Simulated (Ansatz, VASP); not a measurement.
**Cu: VASP beside Ansatz**

```xyz
1
Lattice="0.0000 1.7594 1.7594 1.7594 0.0000 1.7594 1.7594 1.7594 0.0000" Properties=species:S:1:pos:R:3 pbc="T T T"
Cu    0.0000    0.0000    0.0000
```

Alike in both runs: task relaxation of cell and atoms; functional LDA; k mesh 20 × 20 × 20; occupations gaussian, width 0.1 eV; no spin polarisation.

|  | VASP | Ansatz |
| --- | --- | --- |
| version | VASP 6.6.1 | Ansatz 0.2.0 |
| potentials or method | VASP PAW LDA potentials, release 64 (Cu) | scalar-relativistic, plane waves, PAW |
| plane-wave cutoff (eV) | 600 | 420 |
| valence electrons in the cell | 11 | 19 |

VASP gave:

```
gap on the k mesh at the Fermi level, each at its own relaxed structure (eV) : none
relaxed volume (Å³/atom)                                                     : 10.94
relaxed cell length with the largest relative difference (Å)                 : 2.492
```

Task: Estimate Ansatz's values.

Result: gap on the k mesh at the Fermi level, each at its own relaxed structure (eV): none; relaxed volume (Å³/atom): 10.89; relaxed cell length with the largest relative difference (Å): 2.488.

A gap of «none» marks a metal or a gap that the smearing closes. The two sets of potentials don't hold the same shells in valence.
